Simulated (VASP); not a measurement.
# KCl (Sylvite) (Fm-3m) in VASP: further runs

KCl (Sylvite) is run at these levels: r2SCAN; tasks: single point.

Everything below comes from runs of VASP 6.6.1. Logs are shortened: lines on timing, memory, paths and dates and some standing lists are left out, and cuts for length are marked.

**The experiment to reproduce.**

From a printed reference work, monograph, for a bulk crystal of KCl: band gap 8.68 eV.

How close the calculation comes is told below.

### Step 1. The cell of the first run

The structure is cubic, space group Fm-3m (No. 225). Conventional cell: a = 6.161 Å, b = 6.161 Å, c = 6.161 Å, α = 90.00°, β = 90.00°, γ = 90.00°. Within 4.1 Å of K (site symmetry m-3m) lie 6 Cl at 3.08 Å. Cl (site symmetry m-3m) has 6 K at 3.08 Å within 4.1 Å.

### Step 2. Single point, r2SCAN (volume changed by -6%)

POSCAR reads:

```
KCl
1.0
    0.0000000000      3.0806485578      3.0806485578
    3.0806485578      0.0000000000      3.0806485578
    3.0806485578      3.0806485578      0.0000000000
K Cl
1 1
Direct
    0.0000000000      0.0000000000      0.0000000000
    0.5000000000      0.5000000000      0.5000000000
```

INCAR.step1 reads:

```
PREC     = Accurate       # precision mode
ENCUT    = 520            # plane-wave cutoff, eV
ISMEAR   = 0              # smearing method
SIGMA    = 0.01           # smearing width, eV
LREAL    = False          # projectors in reciprocal space
LASPH    = True           # aspherical terms in the spheres
NELM     = 100            # most SCF steps
NBANDS   = 15             # bands
GGA      = PE             # functional
ALGO     = Normal         # electronic algorithm
EDIFF    = 1E-4           # SCF threshold, eV
LWAVE    = True           # write WAVECAR
LCHARG   = False          # write CHGCAR
```

INCAR.step2 reads:

```
PREC     = Accurate       # precision mode
ENCUT    = 520            # plane-wave cutoff, eV
EDIFF    = 1E-6           # SCF threshold, eV
ISMEAR   = 0              # smearing method
SIGMA    = 0.01           # smearing width, eV
LREAL    = False          # projectors in reciprocal space
LASPH    = True           # aspherical terms in the spheres
NELM     = 100            # most SCF steps
ALGO     = Normal         # electronic algorithm
ISIF     = 2              # what is computed and relaxed
LWAVE    = False          # write WAVECAR
LCHARG   = False          # write CHGCAR
METAGGA  = R2SCAN         # meta-GGA
LMIXTAU  = True         
NBANDS   = 15             # bands
ISTART   = 1
```

KPOINTS reads:

```
regular mesh
0
Gamma
  6 6 6
```

Potentials or basis: VASP PAW PBE potentials, release 64 (K_sv, Cl).

Command:

```sh
> cat potpaw_PBE.64/K_sv/POTCAR potpaw_PBE.64/Cl/POTCAR > POTCAR
> cp INCAR.step1 INCAR
> mpirun -np 1 vasp_std > vasp.out
> cp INCAR.step2 INCAR
> mpirun -np 1 vasp_std > vasp.out
```

OUTCAR:

```text
PREC = Accurate
   ENCUT = 520
   EDIFF = 1E-6
   ISMEAR = 0
   LREAL = False
   LASPH = True
   NELM = 100
   ISIF = 2
   METAGGA = R2SCAN
   ISTART = 1

 ion  position               nearest neighbor table
   1  0.000  0.000  0.000-   2 3.08   2 3.08   2 3.08   2 3.08   2 3.08   2 3.08
   2  0.500  0.500  0.500-   1 3.08   1 3.08   1 3.08   1 3.08   1 3.08   1 3.08

  LATTYP: Found a face centered cubic cell.
 ALAT       =     6.1612971156

  Lattice vectors:

 A1 = (   0.0000000000,   3.0806485578,   3.0806485578)
 A2 = (   3.0806485578,   0.0000000000,   3.0806485578)
 A3 = (   3.0806485578,   3.0806485578,   0.0000000000)

Analysis of symmetry for initial positions (statically):
=====================================================================
 Subroutine PRICEL returns:
 Original cell was already a primitive cell.

 Routine SETGRP: Setting up the symmetry group for a
 face centered cubic supercell.

 Subroutine GETGRP returns: Found 48 space group operations
 (whereof 48 operations were pure point group operations)
 out of a pool of 48 trial point group operations.

The static configuration has the point symmetry O_h .

Analysis of symmetry for dynamics (positions and initial velocities):
=====================================================================
 Subroutine PRICEL returns:
 Original cell was already a primitive cell.

 Routine SETGRP: Setting up the symmetry group for a
 face centered cubic supercell.

 Subroutine GETGRP returns: Found 48 space group operations
 (whereof 48 operations were pure point group operations)
 out of a pool of 48 trial point group operations.

The dynamic configuration has the point symmetry O_h .

 Subroutine INISYM returns: Found 48 space group operations
 (whereof 48 operations are pure point group operations),
 and found     1 'primitive' translations

----------------------------------------------------------------------------------------

                                     Primitive cell

  volume of cell :      58.4731

  direct lattice vectors                    reciprocal lattice vectors
     0.000000000  3.080648558  3.080648558    -0.162303486  0.162303486  0.162303486
     3.080648558  0.000000000  3.080648558     0.162303486 -0.162303486  0.162303486
     3.080648558  3.080648558  0.000000000     0.162303486  0.162303486 -0.162303486

  length of vectors
     4.356694971  4.356694971  4.356694971     0.281117884  0.281117884  0.281117884

  position of ions in fractional coordinates (direct lattice)
     0.000000000  0.000000000  0.000000000
     0.500000000  0.500000000  0.500000000

  ion indices of the primitive-cell ions
   primitive index   ion index
                 1           1
                 2           2

----------------------------------------------------------------------------------------

 KPOINTS: regular mesh

Automatic generation of k-mesh.
 Grid dimensions read from file:
 generate k-points for:    6    6    6

 Generating k-lattice:

  Cartesian coordinates                     Fractional coordinates (reciprocal lattice)
    -0.027050581  0.027050581  0.027050581     0.166666667  0.000000000  0.000000000
     0.027050581 -0.027050581  0.027050581     0.000000000  0.166666667  0.000000000
     0.027050581  0.027050581 -0.027050581     0.000000000  0.000000000  0.166666667

  Length of vectors
     0.046852981  0.046852981  0.046852981

  Shift w.r.t. Gamma in fractional coordinates (k-lattice)
     0.000000000  0.000000000  0.000000000

 Subroutine IBZKPT returns following result:
 ===========================================

 Found     16 irreducible k-points:

 Following reciprocal coordinates:
            Coordinates               Weight
  0.000000  0.000000  0.000000      1.000000
  0.166667  0.000000  0.000000      8.000000
  0.333333  0.000000  0.000000      8.000000
  0.500000  0.000000  0.000000      4.000000
  0.166667  0.166667  0.000000      6.000000
  0.333333  0.166667  0.000000     24.000000
[... 8 lines left out ...]
 -0.333333  0.333333  0.166667     24.000000
 -0.333333  0.500000  0.166667     12.000000
   k-points           NKPTS =     16   k-points in BZ     NKDIM =     16   number of bands    NBANDS=     15
   number of dos      NEDOS =    301   number of ions     NIONS =      2
   total plane-waves  NPLWV =  32768
   dimension x,y,z NGX =    32 NGY =   32 NGZ =   32
   dimension x,y,z NGXF=    64 NGYF=   64 NGZF=   64
   ions per type =               1   1
   NGX,Y,Z   is equivalent  to a cutoff of  12.21, 12.21, 12.21 a.u.
   NGXF,Y,Z  is equivalent  to a cutoff of  24.42, 24.42, 24.42 a.u.
 SYSTEM =  unknown system
   PREC   = accura    normal or accurate (medium, high low for compatibility)
   ISTART =      1    job   : 0-new  1-cont  2-samecut
   ICHARG =      0    charge: 1-file 2-atom 10-const
   ISPIN  =      1    spin polarized calculation?
   LNONCOLLINEAR =      F non collinear calculations
   LSORBIT =      F    spin-orbit coupling
   LASPH  =      T    aspherical Exc in radial PAW
   ENCUT  =  520.0 eV  38.22 Ry    6.18 a.u.   8.10  8.10  8.10*2*pi/ulx,y,z
   NELM   =    100;   NELMIN=  2; NELMDL=  0     # of ELM steps
   EDIFF  = 0.1E-05   stopping-criterion for ELM
   LREAL  =      F    real-space projection
   EDIFFG = 0.1E-04   stopping-criterion for IOM
   NSW    =      0    number of steps for IOM
   IBRION =     -1    ionic relax: 0-MD 1-quasi-New 2-CG
   NFREE  =      0    steps in history (QN), initial steepest desc. (CG)
   ISIF   =      2    stress and relaxation
   ISYM   =      2    0-nonsym 1-usesym 2-fastsym
   POTIM  = 0.5000    time-step for ionic-motion
   TEBEG  =    0.0;   TEEND  =   0.0 temperature during run
   PSTRESS=    0.0 pullay stress
   NELECT =      16.0000    total number of electrons
   NUPDOWN=      -1.0000    fix difference up-down
   EMIN   =  10.00;   EMAX   =-10.00  energy-range for DOS
   EFERMI =   0.00;   METHOD = LEGACY
   ISMEAR =     0;   SIGMA  =   0.01  broadening in eV -4-tet -1-fermi 0-gaus
   EFERMI_NEDOS =   21; number of points for ismear=-14 and -15
   IALGO  =     38    algorithm
   IMIX   =      4    mixing-type and parameters
     AMIX     =   0.40;   BMIX     =  1.00
     AMIX_MAG =   1.60;   BMIX_MAG =  1.00
  volume/ion in A,a.u.               =      29.24       197.30
  Fermi-wavevector in a.u.,A,eV,Ry     =   1.062827  2.008452 15.369164  1.129602
  Thomas-Fermi vector in A             =   2.198291
   LORBIT       =      0    0 simple, 1 ext, 2 COOP (PROOUT), +10 PAW based schemes
   METAGGA = R2SCAN    functional components
   LHFCALC =     F    Hartree Fock is set to
   AEXX    =    0.0000 exact exchange contribution
   IVDW    =     0    specifies the selected vdW correction
   LEPSILON=     F    determine dielectric tensor
   LRPA    =     F    only Hartree local field effects (RPA)
 non-spin polarized calculation
 Gauss-broadening in eV      SIGMA  =   0.01
  energy-cutoff  :      520.00
  volume of cell :       58.47
 maximum number of plane-waves:      1591
   NGX = 17   NGY = 17   NGZ = 17

 number of electron      16.0000000 magnetization

 Free energy of the ion-electron system (eV)
  ---------------------------------------------------
  ext. energy  EPLUGINS =         0.00000000
  ---------------------------------------------------
  free energy    TOTEN  =       -16.48951843 eV

  energy without entropy =      -16.48951843  energy(sigma->0) =      -16.48951843

 E-fermi :  -1.8653     XC(G=0):  -8.2411

 val. band max:       -2.0002089345   @ k =   0.0000   0.0000   0.0000
 cond. band min:       4.0637124228   @ k =   0.0000   0.0000   0.0000
 fundamental gap:      6.0639213573
 Fermi energy:        -1.8653493072

 k-point     1 :       0.0000    0.0000    0.0000
  band No.  band energies     occupation
      1     -30.1192      2.00000
      2     -14.7474      2.00000
      3     -12.8121      2.00000
      4     -12.8121      2.00000
      5     -12.8121      2.00000
      6      -2.0002      2.00000
      7      -2.0002      2.00000
      8      -2.0002      2.00000
      9       4.0637      0.00000
     10       7.0519      0.00000
     11       7.0519      0.00000
     12       7.0519      0.00000
     13       8.1326      0.00000
     14       8.1326      0.00000
     15      11.6074      0.00000

 k-point     2 :       0.1667    0.0000    0.0000
  band No.  band energies     occupation
      1     -30.1155      2.00000
      2     -14.7994      2.00000
      3     -12.8144      2.00000
      4     -12.8144      2.00000
      5     -12.7425      2.00000
      6      -2.3416      2.00000
      7      -2.0994      2.00000
      8      -2.0994      2.00000
      9       4.7342      0.00000
     10       6.8488      0.00000
     11       7.4344      0.00000
     12       7.4344      0.00000
     13       8.5597      0.00000
     14       8.5597      0.00000
     15      12.6987      0.00000

 k-point     3 :       0.3333    0.0000    0.0000
  band No.  band energies     occupation
      1     -30.1083      2.00000
      2     -14.8945      2.00000
      3     -12.8192      2.00000
      4     -12.8192      2.00000
      5     -12.6113      2.00000
      6      -2.9130      2.00000
      7      -2.2868      2.00000
      8      -2.2868      2.00000
      9       5.9137      0.00000
     10       7.0241      0.00000
     11       8.4809      0.00000
     12       8.4809      0.00000
     13       9.6365      0.00000
     14       9.6365      0.00000
     15      12.1631      0.00000

 k-point     4 :       0.5000    0.0000    0.0000
  band No.  band energies     occupation
      1     -30.1046      2.00000
      2     -14.9385      2.00000
      3     -12.8215      2.00000
      4     -12.8215      2.00000
      5     -12.5486      2.00000
      6      -3.1621      2.00000
      7      -2.3755      2.00000
      8      -2.3755      2.00000
      9       6.3175      0.00000
     10       7.4934      0.00000
     11       9.5253      0.00000
     12       9.5253      0.00000
     13      10.4032      0.00000
     14      10.4032      0.00000
     15      11.2946      0.00000
[... 163 lines left out ...]
 k-point    14 :       0.5000    0.3333    0.1667
  band No.  band energies     occupation
      1     -30.1038      2.00000
      2     -14.8035      2.00000
      3     -12.8890      2.00000
      4     -12.8551      2.00000
      5     -12.6985      2.00000
      6      -2.8296      2.00000
      7      -2.3567      2.00000
      8      -2.3281      2.00000
      9       6.0774      0.00000
     10       6.7876      0.00000
     11       8.8985      0.00000
     12       9.5031      0.00000
     13       9.7626      0.00000
     14      10.1362      0.00000
     15      11.0584      0.00000

 k-point    15 :      -0.3333    0.3333    0.1667
  band No.  band energies     occupation
      1     -30.1015      2.00000
      2     -14.7882      2.00000
      3     -12.9081      2.00000
      4     -12.8859      2.00000
      5     -12.6898      2.00000
      6      -2.7819      2.00000
      7      -2.4810      2.00000
      8      -2.3974      2.00000
      9       6.6280      0.00000
     10       6.8818      0.00000
     11       8.9639      0.00000
     12       9.1363      0.00000
     13      10.2393      0.00000
     14      11.0677      0.00000
     15      11.0796      0.00000

 k-point    16 :      -0.3333    0.5000    0.1667
  band No.  band energies     occupation
      1     -30.1004      2.00000
      2     -14.7070      2.00000
      3     -12.9636      2.00000
      4     -12.9091      2.00000
      5     -12.7555      2.00000
      6      -2.6196      2.00000
      7      -2.4698      2.00000
      8      -2.3882      2.00000
      9       5.7856      0.00000
     10       7.7067      0.00000
     11       8.2826      0.00000
     12       9.3450      0.00000
     13      10.0650      0.00000
     14      10.7733      0.00000
     15      11.4880      0.00000

------------------------ aborting loop because EDIFF is reached ----------------------------------------

  FORCE on cell =-STRESS in cart. coord.  units (eV):
  Direction    XX          YY          ZZ          XY          YZ          ZX
  --------------------------------------------------------------------------------------
  -------------------------------------------------------------------------------------
  Total        0.5174535      0.5174535      0.5174535     -0.0000000      0.0000000      0.0000000
  in kB       14.1783421     14.1783421     14.1783421     -0.0000000      0.0000000      0.0000000
  external PRESSURE =      14.1783421 kB  Pullay stress =       0.0000000 kB

 VOLUME and BASIS-vectors are now :
 -----------------------------------------------------------------------------
  energy-cutoff  :      520.00
  volume of cell :       58.47
      direct lattice vectors                 reciprocal lattice vectors
     0.000000000  3.080648558  3.080648558    -0.162303486  0.162303486  0.162303486
     3.080648558  0.000000000  3.080648558     0.162303486 -0.162303486  0.162303486
     3.080648558  3.080648558  0.000000000     0.162303486  0.162303486 -0.162303486

 POSITION                                       TOTAL-FORCE (eV/Angst)
 -----------------------------------------------------------------------------------
      0.00000      0.00000      0.00000         0.000000      0.000000      0.000000
      3.08065      3.08065      3.08065        -0.000000     -0.000000      0.000000
 -----------------------------------------------------------------------------------
    total drift:                                0.000000     -0.000000     -0.000000

  FREE ENERGIE OF THE ION-ELECTRON SYSTEM (eV)
  ---------------------------------------------------
  free  energy   TOTEN  =       -16.4895184326 eV

  energy  without entropy=      -16.4895184326  energy(sigma->0) =      -16.48951843
```

It took 37 s on 1 thread of Intel Xeon 6975P-C, shared host; peak memory 0.18 GiB.

Results:

* Free energy: -16.4895 eV
* Pressure: 1.4 GPa
* Band gap on the k mesh: 6.06 eV, direct

Levels at points of the mesh, in eV from the valence-band top:
```
           k point  band 6  band 7  band 8  band 9  band 10  band 11
(0.00, 0.00, 0.00)    0.00    0.00    0.00    6.06     9.05     9.05
(0.50, 0.00, 0.00)   -1.16   -0.38   -0.38    8.32     9.49    11.53
(0.50, 0.50, 0.00)   -0.71   -0.24   -0.24    6.97     9.52    11.09
```

Caveat: the PAW data sets were made with another functional, which shifts forces and pressure a little.

(Part 1 of 2 ends here.)
